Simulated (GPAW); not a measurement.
Crystal: SnO.

```
Sn O
1.0
     3.81370    0.00000    0.00000
     0.00000    3.81370    0.00000
     0.00000    0.00000    4.88691
Sn O
2 2
Direct
  0.50000 0.00000 0.76463
  0.00000 0.50000 0.23537
  0.00000 0.00000 0.00000
  0.50000 0.50000 0.00000
```

The cell is a database's computed one.

Base run:

| Quantity | Value |
| --- | --- |
| Program | GPAW 26.7.0 |
| Functional | LDA |
| Potentials or basis | the program's PAW data sets (release 1.2.1) made for this functional |
| Cutoff | 800 eV |
| Basis | pw |
| k mesh | 6 × 6 × 5 |
| Occupations | fermi-dirac, width 0.05 eV |
| Spin | no spin polarisation |

Its results: band gap on the k mesh 0.23 eV, indirect (least direct gap 2.01 eV); pressure -4.1 GPa; largest force 0.296 eV/Å.

Q: The run is repeated on the same cell with these changes: functional from LDA to r2SCAN; potentials or basis from the program's PAW data sets (release 1.2.1) made for this functional to GPAW PAW data sets (gpaw-data 1.2.1). What comes out?

A: Band gap on the k mesh 0.28 eV, indirect (least direct gap 2.36 eV); pressure -0.6 GPa; largest force 0.099 eV/Å.

Caveats: spin-orbit coupling is left out, which moves the levels of the heavy elements; the PAW data sets were made with another functional, which shifts forces and pressure a little (some runs).
